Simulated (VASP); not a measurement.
# SnSe2 (P-3m1) in VASP: further runs

One crystal, SnSe2, is run at these levels: PBE; tasks: single point.

Program: VASP 6.6.1. These are calculated values, not measurements. Logs are shortened: lines on timing, memory, paths and dates and some standing lists are left out, and cuts for length are marked.

## 1. Starting point

The structure is trigonal, space group P-3m1 (No. 164). The conventional cell has a = 3.811 Å, b = 3.811 Å, c = 6.136 Å, α = 90.00°, β = 90.00°, γ = 120.00°. Sn (site symmetry -3m) is surrounded by 6 Se at 2.68 Å. Se (site symmetry 3m) is surrounded by 3 Sn at 2.68 Å.

## 2. Single point, PBE, spin-orbit coupling, no magnetisation

Contents of INCAR:

```
  PREC = Accurate
  ENCUT = 280
  EDIFF = 1E-7
  ISMEAR = 0
  SIGMA = 0.02
  LREAL = F
  LASPH = T
  NELM = 100
  ALGO = Normal
  ISIF = 2
  LWAVE = F
  LCHARG = F
  MAGMOM = 0 0 0 0 0 0 0 0 0
  LORBIT = 11
  LSORBIT = T
  GGA_COMPAT = F
  GGA = PE
  NBANDS = 42
```

Contents of KPOINTS:

```
Automatic mesh
0
Gamma
  6 6 3
```

Contents of POSCAR:

```
SnSe2
1.0
    3.8110000000      0.0000000000      0.0000000000
   -1.9055000000      3.3004228138      0.0000000000
    0.0000000000      0.0000000000      6.1360000000
Sn Se
1 2
Direct
    0.0000000000      0.0000000000      0.0000000000
    0.6666666667      0.3333333333      0.7510000000
    0.3333333333      0.6666666667      0.2490000000
```

Potentials or basis: VASP PAW PBE potentials, release 64 (Sn_d, Se).

Launch:

```console
$ cat potpaw_PBE.64/Sn_d/POTCAR potpaw_PBE.64/Se/POTCAR > POTCAR
$ mpirun -np 1 vasp_ncl > vasp.out
```

OUTCAR:

```text
PREC = Accurate
   ENCUT = 280
   EDIFF = 1E-7
   ISMEAR = 0
   LREAL = F
   LASPH = T
   NELM = 100
   ISIF = 2
   LORBIT = 11
   LSORBIT = T
   GGA = PE

 Found     17 irreducible k-points:

 Following reciprocal coordinates:
            Coordinates               Weight
  0.000000  0.000000  0.000000      1.000000
  0.166667 -0.000000  0.000000      6.000000
  0.333333 -0.000000  0.000000      6.000000
  0.500000  0.000000  0.000000      3.000000
  0.166667  0.166667  0.000000      6.000000
  0.333333  0.166667  0.000000     12.000000
   k-points           NKPTS =     17   k-points in BZ     NKDIM =     17   number of bands    NBANDS=     42
   number of dos      NEDOS =    301   number of ions     NIONS =      3
   total plane-waves  NPLWV =  20736
   dimension x,y,z NGX =    24 NGY =   24 NGZ =   36
   dimension x,y,z NGXF=    48 NGYF=   48 NGZF=   72
   ions per type =               1   2
   NGX,Y,Z   is equivalent  to a cutoff of  10.47, 10.47,  9.75 a.u.
   NGXF,Y,Z  is equivalent  to a cutoff of  20.94, 20.94, 19.51 a.u.
 SYSTEM =  unknown system
   PREC   = accura    normal or accurate (medium, high low for compatibility)
   ISTART =      0    job   : 0-new  1-cont  2-samecut
   ICHARG =      2    charge: 1-file 2-atom 10-const
   ISPIN  =      1    spin polarized calculation?
   LNONCOLLINEAR =      T non collinear calculations
   LSORBIT =      T    spin-orbit coupling
   LASPH  =      T    aspherical Exc in radial PAW
   ENCUT  =  280.0 eV  20.58 Ry    4.54 a.u.   5.20  5.20  8.37*2*pi/ulx,y,z
   NELM   =    100;   NELMIN=  2; NELMDL= -5     # of ELM steps
   EDIFF  = 0.1E-06   stopping-criterion for ELM
   LREAL  =      F    real-space projection
   EDIFFG = 0.1E-05   stopping-criterion for IOM
   NSW    =      0    number of steps for IOM
   IBRION =     -1    ionic relax: 0-MD 1-quasi-New 2-CG
   NFREE  =      0    steps in history (QN), initial steepest desc. (CG)
   ISIF   =      2    stress and relaxation
   ISYM   =      2    0-nonsym 1-usesym 2-fastsym
   POTIM  = 0.5000    time-step for ionic-motion
   TEBEG  =    0.0;   TEEND  =   0.0 temperature during run
   PSTRESS=    0.0 pullay stress
   NELECT =      26.0000    total number of electrons
   NUPDOWN=      -1.0000    fix difference up-down
   EMIN   =  10.00;   EMAX   =-10.00  energy-range for DOS
   EFERMI =   0.00;   METHOD = LEGACY
   ISMEAR =     0;   SIGMA  =   0.02  broadening in eV -4-tet -1-fermi 0-gaus
   EFERMI_NEDOS =   21; number of points for ismear=-14 and -15
   IALGO  =     38    algorithm
   IMIX   =      4    mixing-type and parameters
     AMIX     =   0.40;   BMIX     =  1.00
     AMIX_MAG =   1.60;   BMIX_MAG =  1.00
  volume/ion in A,a.u.               =      25.73       173.61
  Fermi-wavevector in a.u.,A,eV,Ry     =   1.139116  2.152617 17.654722  1.297585
  Thomas-Fermi vector in A             =   2.275820
   LORBIT       =     11    0 simple, 1 ext, 2 COOP (PROOUT), +10 PAW based schemes
   GGA     = PE    functional components
   LHFCALC =     F    Hartree Fock is set to
   AEXX    =    0.0000 exact exchange contribution
   IVDW    =     0    specifies the selected vdW correction
   LEPSILON=     F    determine dielectric tensor
   LRPA    =     F    only Hartree local field effects (RPA)
 Gauss-broadening in eV      SIGMA  =   0.02
  energy-cutoff  :      280.00
  volume of cell :       77.18
 maximum number of plane-waves:      1672
 NGX is ok and might be reduce to    24
   NGX = 11   NGY = 11   NGZ = 17

 number of electron      25.9999985 magnetization      -0.0000000     -0.0000000      0.0000000

 number of electron      25.9999985 magnetization       0.0000000      0.0000000      0.0000000

 number of electron      25.9999985 magnetization      -0.0000000     -0.0000000     -0.0000000

 number of electron      25.9999985 magnetization       0.0000000      0.0000000     -0.0000000

 Free energy of the ion-electron system (eV)
  ---------------------------------------------------
  ext. energy  EPLUGINS =         0.00000000
  ---------------------------------------------------
  free energy    TOTEN  =       -11.81710572 eV

  energy without entropy =      -11.81710572  energy(sigma->0) =      -11.81710572

 E-fermi :   4.3822     XC(G=0):  -9.4517

 val. band max:        4.2301574362   @ k =   0.0000   0.0000   0.0000
 cond. band min:       4.9496602865   @ k =   0.5000   0.0000   0.3333
 fundamental gap:      0.7195028503
 Fermi energy:         4.3821834372

 k-point     1 :       0.0000    0.0000    0.0000
  band No.  band energies     occupation
      1     -17.6472      1.00000
      2     -17.6472      1.00000
      3     -17.6295      1.00000
      4     -17.6295      1.00000
      5     -16.6287      1.00000
      6     -16.6287      1.00000
[... 30 lines left out ...]
     37      13.1126      0.00000
     38      13.1126      0.00000

 k-point     2 :       0.1667   -0.0000    0.0000
  band No.  band energies     occupation
      1     -17.6459      1.00000
      2     -17.6459      1.00000
      3     -17.6309      1.00000
      4     -17.6309      1.00000
      5     -16.6279      1.00000
      6     -16.6279      1.00000
[... 30 lines left out ...]
     37      12.4499      0.00000
     38      12.4499      0.00000
[... 121 lines left out ...]
     37      11.1928      0.00000
     38      11.1928      0.00000

 k-point     6 :       0.3333    0.1667    0.0000
  band No.  band energies     occupation
      1     -17.6461      1.00000
      2     -17.6461      1.00000
      3     -17.6326      1.00000
      4     -17.6326      1.00000
      5     -16.6374      1.00000
      6     -16.6374      1.00000
[... 30 lines left out ...]
     37      12.6981      0.00000
     38      12.6981      0.00000

 [... further k-points ...]

 [bands above 38 left out]

------------------------ aborting loop because EDIFF is reached ----------------------------------------

  FORCE on cell =-STRESS in cart. coord.  units (eV):
  Direction    XX          YY          ZZ          XY          YZ          ZX
  --------------------------------------------------------------------------------------
  -------------------------------------------------------------------------------------
  Total        2.4985948      2.4985948      3.1898821     -0.0000000      0.0000000     -0.0000000
  in kB       51.8695555     51.8695555     66.2203290     -0.0000000      0.0000000     -0.0000000
  external PRESSURE =      56.6531466 kB  Pullay stress =       0.0000000 kB

 VOLUME and BASIS-vectors are now :
 -----------------------------------------------------------------------------
  energy-cutoff  :      280.00
  volume of cell :       77.18
      direct lattice vectors                 reciprocal lattice vectors
     3.811000000  0.000000000  0.000000000     0.262398321  0.151495741  0.000000000
    -1.905500000  3.300422814  0.000000000     0.000000000  0.302991482  0.000000000
     0.000000000  0.000000000  6.136000000     0.000000000  0.000000000  0.162972621

 POSITION                                       TOTAL-FORCE (eV/Angst)
 -----------------------------------------------------------------------------------
      0.00000      0.00000      0.00000        -0.000000      0.000000      0.000000
      1.90550      1.10014      4.60814         0.000000      0.000000     -0.781244
     -0.00000      2.20028      1.52786        -0.000000     -0.000000      0.781244
 -----------------------------------------------------------------------------------
    total drift:                                0.000000      0.000000      0.000000

  FREE ENERGIE OF THE ION-ELECTRON SYSTEM (eV)
  ---------------------------------------------------
  free  energy   TOTEN  =       -11.8171057249 eV

  energy  without entropy=      -11.8171057249  energy(sigma->0) =      -11.81710572

 Spin-Orbit-Coupling matrix elements

 Ion:    1  E_soc:     -0.0900445
 l=   1
     0.0000000    -0.0091093    -0.0090496
    -0.0091093     0.0000000    -0.0091093
    -0.0090496    -0.0091093     0.0000000
 l=   2
     0.0000000    -0.0011753     0.0000000    -0.0011753    -0.0047419
    -0.0011753     0.0000000    -0.0035721    -0.0011665    -0.0011753
     0.0000000    -0.0035721     0.0000000    -0.0035721     0.0000000
    -0.0011753    -0.0011665    -0.0035721     0.0000000    -0.0011753
    -0.0047419    -0.0011753     0.0000000    -0.0011753     0.0000000
 l=   3
     0.0000000     0.0000000     0.0000000     0.0000000     0.0000000     0.0000000     0.0000000
     0.0000000     0.0000000     0.0000000     0.0000000     0.0000000     0.0000000     0.0000000
     0.0000000     0.0000000     0.0000000     0.0000000     0.0000000     0.0000000     0.0000000
     0.0000000     0.0000000     0.0000000     0.0000000     0.0000000     0.0000000     0.0000000
     0.0000000     0.0000000     0.0000000     0.0000000     0.0000000     0.0000000     0.0000000
     0.0000000     0.0000000     0.0000000     0.0000000     0.0000000     0.0000000     0.0000000
     0.0000000     0.0000000     0.0000000     0.0000000     0.0000000     0.0000000     0.0000000

 Ion:    2  E_soc:     -0.0446766
 l=   1
     0.0000000    -0.0073673    -0.0076082
    -0.0073673     0.0000000    -0.0073673
    -0.0076082    -0.0073673     0.0000000
 l=   2
     0.0000000    -0.0000002     0.0000000    -0.0000002    -0.0000027
    -0.0000002     0.0000000     0.0000020     0.0000040    -0.0000002
     0.0000000     0.0000020     0.0000000     0.0000020     0.0000000
    -0.0000002     0.0000040     0.0000020     0.0000000    -0.0000002
    -0.0000027    -0.0000002     0.0000000    -0.0000002     0.0000000
 l=   3
     0.0000000     0.0000000     0.0000000     0.0000000     0.0000000     0.0000000     0.0000000
     0.0000000     0.0000000     0.0000000     0.0000000     0.0000000     0.0000000     0.0000000
     0.0000000     0.0000000     0.0000000     0.0000000     0.0000000     0.0000000     0.0000000
     0.0000000     0.0000000     0.0000000     0.0000000     0.0000000     0.0000000     0.0000000
     0.0000000     0.0000000     0.0000000     0.0000000     0.0000000     0.0000000     0.0000000
     0.0000000     0.0000000     0.0000000     0.0000000     0.0000000     0.0000000     0.0000000
     0.0000000     0.0000000     0.0000000     0.0000000     0.0000000     0.0000000     0.0000000

 Ion:    3  E_soc:     -0.0446766
 l=   1
     0.0000000    -0.0073673    -0.0076082
    -0.0073673     0.0000000    -0.0073673
    -0.0076082    -0.0073673     0.0000000
 l=   2
     0.0000000    -0.0000002     0.0000000    -0.0000002    -0.0000027
    -0.0000002     0.0000000     0.0000020     0.0000040    -0.0000002
     0.0000000     0.0000020     0.0000000     0.0000020     0.0000000
    -0.0000002     0.0000040     0.0000020     0.0000000    -0.0000002
    -0.0000027    -0.0000002     0.0000000    -0.0000002     0.0000000
 l=   3
     0.0000000     0.0000000     0.0000000     0.0000000     0.0000000     0.0000000     0.0000000
     0.0000000     0.0000000     0.0000000     0.0000000     0.0000000     0.0000000     0.0000000
     0.0000000     0.0000000     0.0000000     0.0000000     0.0000000     0.0000000     0.0000000
     0.0000000     0.0000000     0.0000000     0.0000000     0.0000000     0.0000000     0.0000000
     0.0000000     0.0000000     0.0000000     0.0000000     0.0000000     0.0000000     0.0000000
     0.0000000     0.0000000     0.0000000     0.0000000     0.0000000     0.0000000     0.0000000
     0.0000000     0.0000000     0.0000000     0.0000000     0.0000000     0.0000000     0.0000000

 total charge

# of ion       s       p       d       tot
------------------------------------------
    1        1.052   1.063  10.109  12.224
    2        1.483   2.335   0.030   3.848
    3        1.483   2.335   0.030   3.848
--------------------------------------------------
tot          4.018   5.734  10.168  19.920

 magnetization (x)

# of ion       s       p       d       tot
------------------------------------------
    1        0.000   0.000   0.000   0.000
    2        0.000   0.000   0.000   0.000
    3        0.000   0.000   0.000   0.000
--------------------------------------------------
tot          0.000   0.000   0.000   0.000

 magnetization (y)

# of ion       s       p       d       tot
------------------------------------------
    1        0.000   0.000  -0.000   0.000
    2        0.000   0.000   0.000   0.000
    3        0.000   0.000   0.000   0.000
--------------------------------------------------
tot          0.000   0.000   0.000   0.000

 magnetization (z)

# of ion       s       p       d       tot
------------------------------------------
    1        0.000   0.000   0.000   0.000
    2        0.000   0.000   0.000   0.000
    3        0.000   0.000   0.000   0.000
--------------------------------------------------
tot          0.000   0.000   0.000   0.000
```

It took 43 s on 1 thread of Intel Xeon Platinum 8375C at 2.90GHz (Ice Lake), shared host; peak memory 0.24 GiB.

The run converged, but some of its settings lie outside the range that counts as converged, so its numbers aren't taken as properties of the crystal.

Results:

| Item | Value |
| --- | --- |
| Free energy | -11.8171 eV |
| Pressure | 5.7 GPa |
| Largest force | 0.781 eV/Å |
| Valence electrons inside the program's atomic spheres | Sn 12.22; Se 3.85 |

Caveat: the cutoff is under 1.25 times the usual one of these potentials, so pressure, stress and relaxed cells hold a basis-set (Pulay) error; this functional lacks dispersion, which binds the layers, so the pressure and a relaxed spacing across them are unreliable.

## 3. Single point, PBE, spin-orbit coupling, no magnetisation

INCAR, as its differences from that of step 2:

```diff
@@ -1,3 +1,3 @@
   PREC = Accurate
-  ENCUT = 280
+  ENCUT = 400
   EDIFF = 1E-7
```

Contents of KPOINTS:

```
Automatic mesh
0
Gamma
  5 5 3
```

POSCAR is that of step 2.

Potentials or basis: VASP PAW PBE potentials, release 64 (Sn_d, Se).

Launch:

```console
$ cat potpaw_PBE.64/Sn_d/POTCAR potpaw_PBE.64/Se/POTCAR > POTCAR
$ mpirun -np 1 vasp_ncl > vasp.out
```

OUTCAR:

```text
PREC = Accurate
   ENCUT = 400
   EDIFF = 1E-7
   ISMEAR = 0
   LREAL = F
   LASPH = T
   NELM = 100
   ISIF = 2
   LORBIT = 11
   LSORBIT = T
   GGA = PE

 Found     12 irreducible k-points:

 Following reciprocal coordinates:
            Coordinates               Weight
  0.000000  0.000000  0.000000      1.000000
  0.200000 -0.000000  0.000000      6.000000
  0.400000 -0.000000  0.000000      6.000000
  0.200000  0.200000  0.000000      6.000000
  0.400000  0.200000  0.000000      6.000000
  0.000000  0.000000  0.333333      2.000000
   k-points           NKPTS =     12   k-points in BZ     NKDIM =     12   number of bands    NBANDS=     42
   number of dos      NEDOS =    301   number of ions     NIONS =      3
   total plane-waves  NPLWV =  31360
[... 414 lines left out ...]
     0.0000000     0.0000000     0.0000000     0.0000000     0.0000000     0.0000000     0.0000000
     0.0000000     0.0000000     0.0000000     0.0000000     0.0000000     0.0000000     0.0000000
     0.0000000     0.0000000     0.0000000     0.0000000     0.0000000     0.0000000     0.0000000
     0.0000000     0.0000000     0.0000000     0.0000000     0.0000000     0.0000000     0.0000000
     0.0000000     0.0000000     0.0000000     0.0000000     0.0000000     0.0000000     0.0000000

 total charge

# of ion       s       p       d       tot
------------------------------------------
    1        1.051   1.063  10.117  12.231
    2        1.482   2.339   0.029   3.851
    3        1.482   2.339   0.029   3.851
--------------------------------------------------
tot          4.016   5.742  10.176  19.933

 magnetization (x)

# of ion       s       p       d       tot
------------------------------------------
    1        0.000   0.000   0.000   0.000
    2       -0.000   0.000   0.000   0.000
    3        0.000   0.000   0.000   0.000
--------------------------------------------------
tot         -0.000   0.000   0.000   0.000

 magnetization (y)

# of ion       s       p       d       tot
------------------------------------------
    1        0.000   0.000   0.000   0.000
    2        0.000   0.000  -0.000   0.000
    3        0.000  -0.000  -0.000  -0.000
--------------------------------------------------
tot          0.000   0.000  -0.000  -0.000

 magnetization (z)

# of ion       s       p       d       tot
------------------------------------------
    1        0.000   0.000   0.000   0.000
    2        0.000   0.000   0.000   0.000
    3        0.000   0.000   0.000   0.000
--------------------------------------------------
tot          0.000   0.000   0.000   0.000
```

OSZICAR:

```text
N       E                     dE             d eps       ncg     rms          rms(c)
DAV:   1     0.223559913490E+03    0.22356E+03   -0.97116E+03  1114   0.122E+03
DAV:   2     0.224586193501E+02   -0.20110E+03   -0.18910E+03  1048   0.372E+02
DAV:   3    -0.104820305174E+02   -0.32941E+02   -0.32029E+02  1220   0.132E+02
DAV:   4    -0.120418965291E+02   -0.15599E+01   -0.15516E+01  1182   0.325E+01
DAV:   5    -0.120800312828E+02   -0.38135E-01   -0.38118E-01  1414   0.513E+00    0.530E+00
DAV:   6    -0.118211290369E+02    0.25890E+00   -0.29193E-01  1448   0.711E+00    0.340E+00
DAV:   7    -0.118007013312E+02    0.20428E-01   -0.16065E-01  1288   0.249E+00    0.128E+00
DAV:   8    -0.118006891804E+02    0.12151E-04   -0.85254E-03  1338   0.877E-01    0.644E-01
DAV:   9    -0.118010757642E+02   -0.38658E-03   -0.14827E-03  1260   0.335E-01    0.164E-01
DAV:  10    -0.118012908521E+02   -0.21509E-03   -0.28117E-04  1204   0.191E-01    0.522E-02
DAV:  11    -0.118013201696E+02   -0.29317E-04   -0.88669E-05  1230   0.593E-02    0.193E-02
DAV:  12    -0.118013355753E+02   -0.15406E-04   -0.22537E-05  1052   0.291E-02    0.677E-03
DAV:  13    -0.118013360962E+02   -0.52088E-06   -0.11828E-06  1288   0.740E-03    0.310E-03
DAV:  14    -0.118013361582E+02   -0.62014E-07   -0.95657E-08   966   0.282E-03
   1 F= -.11801336E+02 E0= -.11801336E+02  d E =-.302779E-22  mag=     0.0000    -0.0000     0.0000
```

Run time: 54 s. Hardware: 1 thread of Intel Xeon Platinum 8375C at 2.90GHz (Ice Lake), shared host; peak memory 0.3 GiB.

These settings aren't checked as converged: the numbers below hold their error.

What came out:

* Free energy: -11.8013 eV
* Pressure: 5.8 GPa
* Largest force: 0.766 eV/Å
* Valence electrons inside the program's atomic spheres: Sn 12.23; Se 3.85

Caveat: the k mesh is coarse (spacing up to 0.38 Å⁻¹), so the values aren't converged; this functional lacks dispersion, which binds the layers, so the pressure and a relaxed spacing across them are unreliable.

## 4. Single point, PBE, spin-orbit coupling, no magnetisation

INCAR, as its differences from that of step 3:

```diff
@@ -1,3 +1,3 @@
   PREC = Accurate
-  ENCUT = 400
+  ENCUT = 460
   EDIFF = 1E-7
```

KPOINTS is that of step 3.

POSCAR is that of step 3.

Launch:

```console
$ cat potpaw_PBE.64/Sn_d/POTCAR potpaw_PBE.64/Se/POTCAR > POTCAR
$ mpirun -np 1 vasp_ncl > vasp.out
```

It took 66 s on 1 thread of Intel Xeon Platinum 8375C at 2.90GHz (Ice Lake), shared host; peak memory 0.34 GiB.

The run converged, but some of its settings lie outside the range that counts as converged, so its numbers aren't taken as properties of the crystal.

What came out:

```yaml
Free_energy: -11.8019 eV
Pressure: 5.8 GPa
Largest_force: 0.766 eV/Å
Valence_electrons_inside_the_program's_atomic_spheres: Sn 12.23; Se 3.85
```

Caveat: the k mesh is coarse (spacing up to 0.38 Å⁻¹), so the values aren't converged; this functional lacks dispersion, which binds the layers, so the pressure and a relaxed spacing across them are unreliable.
